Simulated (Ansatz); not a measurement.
A run of Ansatz 0.2.0 is set up as follows.

The input input.yaml:

```yaml
crystal:
  lattice:
    - [2.0, 1.1547005384, 8.44]
    - [-2.0, 1.1547005384, 8.44]
    - [0.0, -2.3094010768, 8.44]
  atoms:
    - { symbol: In, position: [0.8886, 0.8886, 0.8886] }
    - { symbol: In, position: [0.0, 0.0, 0.0] }
    - { symbol: Se, position: [0.1719, 0.1719, 0.1719] }
    - { symbol: Se, position: [0.3835, 0.3835, 0.3835] }
hamiltonian:
  xc: pbe
  pseudopotentials: { kind: paw }
kpoints:
  mp_grid: { grid: [8, 8, 8] }
  band_path:
    path:
      - [[0.0, 0.0, 0.0], [0.5, 0.0, 0.0], [0.5, 0.1791451724, -0.1791451724]]
      - [[0.8208548276, 0.5, 0.1791451724], [0.5, 0.5, 0.5], [0.0, 0.0, 0.0], [0.3395725862, 0.0, -0.3395725862]]
      - [[0.6604274138, 0.3395725862, 0.0], [0.5, 0.5, 0.0], [0.6604274138, 0.6604274138, 0.1791451724], [0.5, 0.5, 0.5]]
      - [[0.5, 0.0, 0.0], [0.8208548276, 0.3395725862, 0.3395725862]]
    npoints: 14
scf:
  occupations: { method: fermi_dirac, width: 0.05 }
  n_extra_bands: 10
output:
  forces: true
  stress: true
  eigenvalues: true
  fatbands: true
```

Potentials or basis: Ansatz PAW.

Command:

```console
$ ansatz run input.yaml --threads 2 --pin off --max-ram 5120MiB --backend cpu --events-out ev --progress --plain --runs-dir out
```

Predict the band gap on the k mesh.

0.44 eV, direct.

What does it give for the pressure?

2.7 GPa.

Levels at the corners of the path, in eV from the valence-band top:
```csv
point,band 26,band 27,band 28,band 29,band 30,band 31,band 32,band 33
Γ,-1.30,-1.30,-1.21,-1.21,1.70,2.11,4.40,4.40
L,-2.38,-2.34,-2.24,-1.67,1.22,1.97,3.64,3.99
B1,-3.67,-2.53,-2.24,-1.74,1.74,2.45,3.39,4.41
B,-3.67,-2.53,-2.24,-1.74,1.74,2.45,3.39,4.41
Z,-1.37,-1.14,-1.14,0.00,0.44,2.17,4.32,4.32
Γ,-1.30,-1.30,-1.21,-1.21,1.70,2.11,4.40,4.40
X,-3.68,-2.56,-2.22,-1.71,1.79,2.36,3.42,4.38
Q,-3.68,-2.56,-2.22,-1.71,1.79,2.36,3.42,4.38
F,-2.65,-2.50,-2.05,-1.50,1.19,1.98,3.30,3.62
P1,-2.58,-2.47,-2.08,-1.63,1.41,1.81,3.37,3.78
Z,-1.37,-1.14,-1.14,0.00,0.44,2.17,4.32,4.32
L,-2.38,-2.34,-2.24,-1.67,1.22,1.97,3.64,3.99
P,-2.58,-2.47,-2.08,-1.63,1.41,1.81,3.37,3.78
```

Caveat: spin-orbit coupling is left out, which moves the levels of the heavy elements.

**Experimental background.**

From “The Interaction of Hydrogen with the van der Waals Crystal γ-InSe”, 2020, pmc:7321205, for a bulk crystal of InSe at 300 K: band gap 1.25 eV.

Measured gap of InSe: 1.25 eV (300 K; “The Interaction of Hydrogen with the van der Waals Crystal γ-InSe”, 2020, pmc:7321205). This calculation gives 0.44 eV (-0.81 eV). Spin-orbit coupling on In, Se is left out. The value is that of PBE, without temperature or zero-point motion. Semilocal functionals fall short of measured gaps as a rule.
